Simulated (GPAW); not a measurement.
# Te2Mo: band structure with LDA

Slab: Te2Mo, a slab with vacuum.

```
CELL_PARAMETERS angstrom
3.57097 0.00000 0.00000
-1.78549 3.04685 0.00000
0.00000 0.00000 25.97360
ATOMIC_POSITIONS crystal
Te 0.33333 0.66667 0.56510
Te 0.66667 0.33333 0.29610
Te 0.33333 0.66667 0.70390
Te 0.66667 0.33333 0.43490
Mo 0.33333 0.66667 0.36550
Mo 0.66667 0.33333 0.63450
```

```
Program                   : GPAW 26.7.0
Task                      : band structure
Functional                : LDA
Potentials or basis       : the program's PAW data sets (release 1.2.1) made for this functional
Cutoff                    : 600 eV
Basis                     : pw
k mesh                    : 9 × 9 × 1
Occupations               : fermi-dirac, width 0.05 eV
Spin                      : spin-orbit coupling, no magnetisation
Ranks                     : 4
Maxiter                   : 150
Band path                 : GXSRAZGYX1A1TY,ZT
Band points               : 100
spin axis theta (degrees) : 54.7
spin axis phi (degrees)   : 45
Soc after scf             : second variation
```

```
Largest force           : 0.618 eV/Å
Band gap on the k mesh  : 0.89 eV, indirect (least direct gap 0.93 eV)
Band gap along the path : 0.90 eV, indirect (least direct gap 0.94 eV)
```

Forces on the atoms (eV/Å):
```
Te   0.000 -0.043  0.502
Te   0.000  0.042  0.617
Te   0.000 -0.042 -0.617
Te   0.000  0.043 -0.502
Mo   0.000 -0.084 -0.048
Mo   0.000  0.084  0.048
```

Stress tensor (GPa, compression positive):
```
-3.26  0.00  0.00
 0.00 -2.46  0.00
 0.00  0.00 -2.57
```

Levels at the corners of the path, in eV from the valence-band top:
```csv
point,band 50,band 51,band 52,band 53,band 54,band 55
Γ,-0.67,0.00,0.00,2.47,2.47,2.55
X,-0.29,-0.04,-0.04,0.90,0.90,0.93
S,-0.45,-0.33,-0.33,1.22,1.22,1.25
R,-0.45,-0.33,-0.33,1.22,1.22,1.25
A,-0.29,-0.04,-0.04,0.90,0.90,0.93
Z,-0.67,0.00,0.00,2.47,2.47,2.55
Γ,-0.67,0.00,0.00,2.47,2.47,2.55
Y,-0.59,-0.47,-0.47,1.21,1.21,1.23
X1,-0.29,-0.04,-0.04,0.90,0.90,0.93
A1,-0.29,-0.04,-0.04,0.90,0.90,0.93
T,-0.59,-0.47,-0.47,1.21,1.21,1.23
Y,-0.59,-0.47,-0.47,1.21,1.21,1.23
Z,-0.67,0.00,0.00,2.47,2.47,2.55
T,-0.59,-0.47,-0.47,1.21,1.21,1.23
```

It took 5.2 min on 4 MPI ranks on AMD EPYC 7R43 64-Core Processor (Zen 3) (shared host), peak memory 0.82 GiB a rank.

Caveat: spin-orbit coupling was added after a scalar SCF, so levels and gaps hold it while energy, forces, pressure and moments don't; this program's spin-orbit splittings come out too wide for heavy elements.
